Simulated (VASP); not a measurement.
# W (Fm-3m) in VASP: notebook

The runs below take W through single point, with r2SCAN.

All numbers are computed with VASP 6.6.1; they aren't measurements. Logs are shortened: lines on timing, memory, paths and dates and some standing lists are left out, and cuts for length are marked.

### Step 1. Starting point

Symmetry: Fm-3m, No. 225, cubic system. Conventional cell: a = 4.060 Å, b = 4.060 Å, c = 4.060 Å, α = 90.00°, β = 90.00°, γ = 90.00°. Around W (site symmetry m-3m) lie 12 W at 2.87 Å.

This isn't the form of W at room conditions, which is bcc.

### Step 2. Single point, r2SCAN

Contents of POSCAR:

```
W
1.0
    0.0000000000      2.0300000000      2.0300000000
    2.0300000000      0.0000000000      2.0300000000
    2.0300000000      2.0300000000      0.0000000000
W
1
Direct
    0.0000000000      0.0000000000      0.0000000000
```

Contents of INCAR.step1:

```
SYSTEM = W
ALGO = Normal ; EDIFF = 1E-4
ENCUT = 520 ; GGA = PE
ISMEAR = 0 ; LASPH = .True.
LCHARG = .False. ; LREAL = .False.
LWAVE = .True. ; NBANDS = 13
NELM = 100 ; PREC = Accurate
SIGMA = 0.15
```

Contents of INCAR.step2:

```
SYSTEM = W
ALGO = Normal ; EDIFF = 1E-7
ENCUT = 520 ; ISIF = 2
ISMEAR = 0 ; ISTART = 1
LASPH = .True. ; LCHARG = .True.
LELF = .True. ; LMIXTAU = .True.
LREAL = .False. ; LVHAR = .True.
LWAVE = .False. ; METAGGA = R2SCAN
NBANDS = 13 ; NELM = 100
PREC = Accurate ; SIGMA = 0.15
```

Contents of KPOINTS:

```
k-points
0
Gamma
  22 22 22
  0 0 0
```

Potentials or basis: VASP PAW PBE potentials, release 64 (W_sv).

Launch:

```console
cat potpaw_PBE.64/W_sv/POTCAR > POTCAR
cp INCAR.step1 INCAR
mpirun -np 1 vasp_std > vasp.out
cp INCAR.step2 INCAR
mpirun -np 1 vasp_std > vasp.out
```

OUTCAR:

```text
SYSTEM = W
   EDIFF = 1E-7
   ENCUT = 520
   ISIF = 2
   ISMEAR = 0
   ISTART = 1
   LASPH = .True.
   LREAL = .False.
   METAGGA = R2SCAN
   NELM = 100
   PREC = Accurate

 ion  position               nearest neighbor table
   1  0.000  0.000  0.000-

  LATTYP: Found a face centered cubic cell.
 ALAT       =     4.0600000000

  Lattice vectors:

 A1 = (   0.0000000000,   2.0300000000,   2.0300000000)
 A2 = (   2.0300000000,   0.0000000000,   2.0300000000)
 A3 = (   2.0300000000,   2.0300000000,   0.0000000000)

Analysis of symmetry for initial positions (statically):
=====================================================================
 Subroutine PRICEL returns:
 Original cell was already a primitive cell.

 Routine SETGRP: Setting up the symmetry group for a
 face centered cubic supercell.

 Subroutine GETGRP returns: Found 48 space group operations
 (whereof 48 operations were pure point group operations)
 out of a pool of 48 trial point group operations.

The static configuration has the point symmetry O_h .

Analysis of symmetry for dynamics (positions and initial velocities):
=====================================================================
 Subroutine PRICEL returns:
 Original cell was already a primitive cell.

 Routine SETGRP: Setting up the symmetry group for a
 face centered cubic supercell.

 Subroutine GETGRP returns: Found 48 space group operations
 (whereof 48 operations were pure point group operations)
 out of a pool of 48 trial point group operations.

The dynamic configuration has the point symmetry O_h .

 Subroutine INISYM returns: Found 48 space group operations
 (whereof 48 operations are pure point group operations),
 and found     1 'primitive' translations

----------------------------------------------------------------------------------------

                                     Primitive cell

  volume of cell :      16.7309

  direct lattice vectors                    reciprocal lattice vectors
     0.000000000  2.030000000  2.030000000    -0.246305419  0.246305419  0.246305419
     2.030000000  0.000000000  2.030000000     0.246305419 -0.246305419  0.246305419
     2.030000000  2.030000000  0.000000000     0.246305419  0.246305419 -0.246305419

  length of vectors
     2.870853532  2.870853532  2.870853532     0.426613499  0.426613499  0.426613499

  position of ions in fractional coordinates (direct lattice)
     0.000000000  0.000000000  0.000000000

  ion indices of the primitive-cell ions
   primitive index   ion index
                 1           1

----------------------------------------------------------------------------------------

 KPOINTS: k-points

Automatic generation of k-mesh.
 Grid dimensions read from file:
 generate k-points for:   22   22   22

 Generating k-lattice:

  Cartesian coordinates                     Fractional coordinates (reciprocal lattice)
    -0.011195701  0.011195701  0.011195701     0.045454545  0.000000000  0.000000000
     0.011195701 -0.011195701  0.011195701     0.000000000  0.045454545  0.000000000
     0.011195701  0.011195701 -0.011195701     0.000000000  0.000000000  0.045454545

  Length of vectors
     0.019391523  0.019391523  0.019391523

  Shift w.r.t. Gamma in fractional coordinates (k-lattice)
     0.000000000  0.000000000  0.000000000

 Subroutine IBZKPT returns following result:
 ===========================================

 Found    328 irreducible k-points:

 Following reciprocal coordinates:
            Coordinates               Weight
  0.000000  0.000000  0.000000      1.000000
  0.045455  0.000000  0.000000      8.000000
  0.090909  0.000000  0.000000      8.000000
  0.136364  0.000000  0.000000      8.000000
  0.181818  0.000000  0.000000      8.000000
  0.227273  0.000000  0.000000      8.000000
[... 16 lines left out ...]
  0.500000  0.045455  0.000000     24.000000
 -0.454545  0.045455  0.000000     24.000000
 [... further k-points ...]
   k-points           NKPTS =    328   k-points in BZ     NKDIM =    328   number of bands    NBANDS=     13
   number of dos      NEDOS =    301   number of ions     NIONS =      1
   total plane-waves  NPLWV =  13824
   dimension x,y,z NGX =    24 NGY =   24 NGZ =   24
   dimension x,y,z NGXF=    48 NGYF=   48 NGZF=   48
   ions per type =               1
   NGX,Y,Z   is equivalent  to a cutoff of  13.90, 13.90, 13.90 a.u.
   NGXF,Y,Z  is equivalent  to a cutoff of  27.80, 27.80, 27.80 a.u.
 SYSTEM =  W
   PREC   = accura    normal or accurate (medium, high low for compatibility)
   ISTART =      1    job   : 0-new  1-cont  2-samecut
   ICHARG =      0    charge: 1-file 2-atom 10-const
   ISPIN  =      1    spin polarized calculation?
   LNONCOLLINEAR =      F non collinear calculations
   LSORBIT =      F    spin-orbit coupling
   LASPH  =      T    aspherical Exc in radial PAW
   ENCUT  =  520.0 eV  38.22 Ry    6.18 a.u.   5.34  5.34  5.34*2*pi/ulx,y,z
   NELM   =    100;   NELMIN=  2; NELMDL=  0     # of ELM steps
   EDIFF  = 0.1E-06   stopping-criterion for ELM
   LREAL  =      F    real-space projection
   EDIFFG = 0.1E-05   stopping-criterion for IOM
   NSW    =      0    number of steps for IOM
   IBRION =     -1    ionic relax: 0-MD 1-quasi-New 2-CG
   NFREE  =      0    steps in history (QN), initial steepest desc. (CG)
   ISIF   =      2    stress and relaxation
   ISYM   =      2    0-nonsym 1-usesym 2-fastsym
   POTIM  = 0.5000    time-step for ionic-motion
   TEBEG  =    0.0;   TEEND  =   0.0 temperature during run
   PSTRESS=    0.0 pullay stress
   NELECT =      14.0000    total number of electrons
   NUPDOWN=      -1.0000    fix difference up-down
   EMIN   =  10.00;   EMAX   =-10.00  energy-range for DOS
   EFERMI =   0.00;   METHOD = LEGACY
   ISMEAR =     0;   SIGMA  =   0.15  broadening in eV -4-tet -1-fermi 0-gaus
   EFERMI_NEDOS =   21; number of points for ismear=-14 and -15
   IALGO  =     38    algorithm
   IMIX   =      4    mixing-type and parameters
     AMIX     =   0.40;   BMIX     =  1.00
     AMIX_MAG =   1.60;   BMIX_MAG =  1.00
  volume/ion in A,a.u.               =      16.73       112.91
  Fermi-wavevector in a.u.,A,eV,Ry     =   1.542688  2.915258 32.380324  2.379887
  Thomas-Fermi vector in A             =   2.648457
   LORBIT       =      0    0 simple, 1 ext, 2 COOP (PROOUT), +10 PAW based schemes
   METAGGA = R2SCAN    functional components
   LHFCALC =     F    Hartree Fock is set to
   AEXX    =    0.0000 exact exchange contribution
   IVDW    =     0    specifies the selected vdW correction
   LEPSILON=     F    determine dielectric tensor
   LRPA    =     F    only Hartree local field effects (RPA)
 non-spin polarized calculation
 Gauss-broadening in eV      SIGMA  =   0.15
  energy-cutoff  :      520.00
  volume of cell :       16.73
 maximum number of plane-waves:       465
 NGX is ok and might be reduce to    24
   NGX = 11   NGY = 11   NGZ = 11

 number of electron      14.0000002 magnetization

 Free energy of the ion-electron system (eV)
  ---------------------------------------------------
  ext. energy  EPLUGINS =         0.00000000
  ---------------------------------------------------
  free energy    TOTEN  =       -50.79124679 eV

  energy without entropy =      -50.77685252  energy(sigma->0) =      -50.78404965

 E-fermi :  10.0893     XC(G=0): -14.6076

 val. band max:       10.0856976254   @ k =   0.4545   0.3182   0.0000
 cond. band min:      10.0939846560   @ k =   0.2273   0.0455   0.0000
 fundamental gap:      0.0082870306
 Fermi energy:        10.0893339434

 k-point     1 :       0.0000    0.0000    0.0000
  band No.  band energies     occupation
      1     -65.5754      2.00000
      2     -28.5366      2.00000
      3     -28.5366      2.00000
      4     -28.5366      2.00000
      5       0.6978      2.00000
      6       9.5145      2.00000
      7       9.5145      2.00000
      8       9.5145      2.00000
      9      12.8147      0.00000
     10      12.8147      0.00000
     11      23.4186      0.00000
     12      28.9928      0.00000
     13      28.9928      0.00000

 k-point     2 :       0.0455    0.0000    0.0000
  band No.  band energies     occupation
      1     -65.5731      2.00000
      2     -28.5615      2.00000
      3     -28.5398      2.00000
      4     -28.5398      2.00000
      5       0.7911      2.00000
      6       9.4390      2.00000
      7       9.5585      2.00000
      8       9.5585      2.00000
      9      12.7740      0.00000
     10      12.7740      0.00000
     11      23.6082      0.00000
     12      28.5165      0.00000
     13      29.1656      0.00000

 k-point     3 :       0.0909    0.0000    0.0000
  band No.  band energies     occupation
      1     -65.5667      2.00000
      2     -28.6335      2.00000
      3     -28.5490      2.00000
      4     -28.5490      2.00000
      5       1.0644      2.00000
      6       9.2335      2.00000
      7       9.6801      1.99989
      8       9.6801      1.99989
      9      12.6713      0.00000
     10      12.6713      0.00000
     11      24.1411      0.00000
     12      27.5265      0.00000
     13      29.6718      0.00000
[... 305 lines left out ...]
 k-point    23 :       0.5000    0.0455    0.0000
  band No.  band energies     occupation
      1     -65.4644      2.00000
      2     -29.6722      2.00000
      3     -28.7046      2.00000
      4     -28.6950      2.00000
      5       4.3666      2.00000
      6       9.2276      2.00000
      7       9.4450      2.00000
      8      10.3569      0.01165
      9      15.2159      0.00000
     10      15.3241      0.00000
     11      20.5539      0.00000
     12      23.2680      0.00000
     13      29.4533      0.00000

 k-point    24 :      -0.4545    0.0455    0.0000
  band No.  band energies     occupation
      1     -65.4652      2.00000
      2     -29.6650      2.00000
      3     -28.7078      2.00000
      4     -28.6897      2.00000
      5       4.3630      2.00000
      6       9.2496      2.00000
      7       9.4452      2.00000
      8      10.2880      0.06109
      9      15.0283      0.00000
     10      15.4103      0.00000
     11      20.6372      0.00000
     12      23.3388      0.00000
     13      29.3968      0.00000

 [... further k-points ...]

------------------------ aborting loop because EDIFF is reached ----------------------------------------

  FORCE on cell =-STRESS in cart. coord.  units (eV):
  Direction    XX          YY          ZZ          XY          YZ          ZX
  --------------------------------------------------------------------------------------
  -------------------------------------------------------------------------------------
  Total       -0.8372470     -0.8372470     -0.8372470      0.0000000     -0.0000000      0.0000000
  in kB      -80.1763154    -80.1763154    -80.1763154      0.0000000     -0.0000000      0.0000000
  external PRESSURE =     -80.1763154 kB  Pullay stress =       0.0000000 kB

 VOLUME and BASIS-vectors are now :
 -----------------------------------------------------------------------------
  energy-cutoff  :      520.00
  volume of cell :       16.73
      direct lattice vectors                 reciprocal lattice vectors
     0.000000000  2.030000000  2.030000000    -0.246305419  0.246305419  0.246305419
     2.030000000  0.000000000  2.030000000     0.246305419 -0.246305419  0.246305419
     2.030000000  2.030000000  0.000000000     0.246305419  0.246305419 -0.246305419

 POSITION                                       TOTAL-FORCE (eV/Angst)
 -----------------------------------------------------------------------------------
      0.00000      0.00000      0.00000         0.000000      0.000000      0.000000
 -----------------------------------------------------------------------------------
    total drift:                               -0.000000      0.000000     -0.000000

  FREE ENERGIE OF THE ION-ELECTRON SYSTEM (eV)
  ---------------------------------------------------
  free  energy   TOTEN  =       -50.7912467911 eV

  energy  without entropy=      -50.7768525156  energy(sigma->0) =      -50.78404965
```

Run time: 84 s. Hardware: 1 thread of Intel Xeon 6975P-C (Granite Rapids), shared host; peak memory 0.2 GiB.

What came out:

```
Free energy            : -50.7912 eV
Pressure               : -8.0 GPa
Band gap on the k mesh : none (metal or under the smearing width)
```

Caveat: the PAW data sets were made with another functional, which shifts forces and pressure a little. Spin-orbit coupling is left out, which matters for the levels of W.

### Step 3. Single point, r2SCAN

POSCAR is that of step 2.

Contents of INCAR.step1:

```
SYSTEM = W
PREC = Accurate
ENCUT = 520
ISMEAR = 0
SIGMA = 0.15
LREAL = .False.
LASPH = .True.
NELM = 100
NBANDS = 13
GGA = PE
ALGO = Normal
EDIFF = 1E-4
LWAVE = .True.
LCHARG = .False.
```

Contents of INCAR.step2:

```
SYSTEM = W
PREC = Accurate
ENCUT = 520
EDIFF = 1E-6
ISMEAR = 0
SIGMA = 0.15
LREAL = .False.
LASPH = .True.
NELM = 100
ALGO = Normal
ISIF = 2
LWAVE = .False.
LCHARG = .False.
METAGGA = R2SCAN
LMIXTAU = .True.
NBANDS = 13
ISTART = 1
```

Contents of KPOINTS:

```
Automatic mesh
0
Gamma
  20 20 20
  0 0 0
```

Potentials or basis: VASP PAW PBE potentials, release 64 (W_sv).

Launch:

```console
cat potpaw_PBE.64/W_sv/POTCAR > POTCAR
cp INCAR.step1 INCAR
mpirun -np 1 vasp_std > vasp.out
cp INCAR.step2 INCAR
mpirun -np 1 vasp_std > vasp.out
```

Wall time 60 s (1 thread of Intel Xeon 6975P-C (Granite Rapids), shared host); peak memory 0.19 GiB.

The run converged. Its results:

```
Free energy            : -50.7905 eV
Pressure               : -7.9 GPa
Band gap on the k mesh : none (metal or under the smearing width)
```

Levels at points of the mesh, in eV from the Fermi level:
```csv
k point,band 4,band 5,band 6,band 7,band 8,band 9,band 10,band 11
"(0.00, 0.00, 0.00)",-38.62,-9.38,-0.57,-0.57,-0.57,2.73,2.73,13.34
"(0.50, 0.00, 0.00)",-38.77,-5.80,-0.72,-0.72,0.39,5.12,5.12,10.52
"(0.50, 0.50, 0.00)",-39.03,-5.58,-4.66,2.90,5.17,5.79,5.79,12.13
```

Caveat: the PAW data sets were made with another functional, which shifts forces and pressure a little.
